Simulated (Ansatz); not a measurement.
The elements of this relaxed crystal are hidden behind letters.

```
lattice vectors (Å)
   3.2795    0.0000    0.0000
  -1.6398    2.8402    0.0000
   0.0000    0.0000    5.2929
fractional positions
X 0.3333 0.6667 0.0015
X 0.6667 0.3333 0.5015
Z 0.3333 0.6667 0.3806
Z 0.6667 0.3333 0.8806
```

The calculation used DFT PBE, scalar-relativistic, plane waves, PAW in Ansatz 0.2.0. The final run on the 4-atom cell used 420 eV, a Γ-centred 12×12×6 mesh, 0.02 eV smearing and no spin polarisation.

| Property | Result |
| --- | --- |
| Space group | P6_3mc (No. 186) |
| Conventional cell | a = 3.280 Å, c = 5.293 Å |
| Volume per atom | 12.33 Å³ |
| Density | 5.48 g/cm³ |
| Formation energy | −1.424 eV/atom |
| Gap on the 12×12×6 mesh of the 4-atom cell | 0.74 eV |

Energies are uncorrected and count from the elements' standard states at the same level.

Q: X is a d-block element of period 4 and Z is a p-block element of period 2. Which elements are they?

A: X = Zn, Z = O, so the formula is ZnO, here in the wurtzite type. Density times volume gives a mean mass of 5.48 × 12.33/1.6605 = 40.7 u per atom, and this set has 40.7 u. Among the elements that the hints allow, noble gases aside, only these give it. Zn is surrounded by 4 O at 2.00–2.01 Å; O is surrounded by 4 Zn at 2.00–2.01 Å.

Kohn–Sham gaps at this level usually fall short of measured ones. A later test with randomly moved atoms came back to the same energy, though modes that don't fit the test's cell weren't probed.
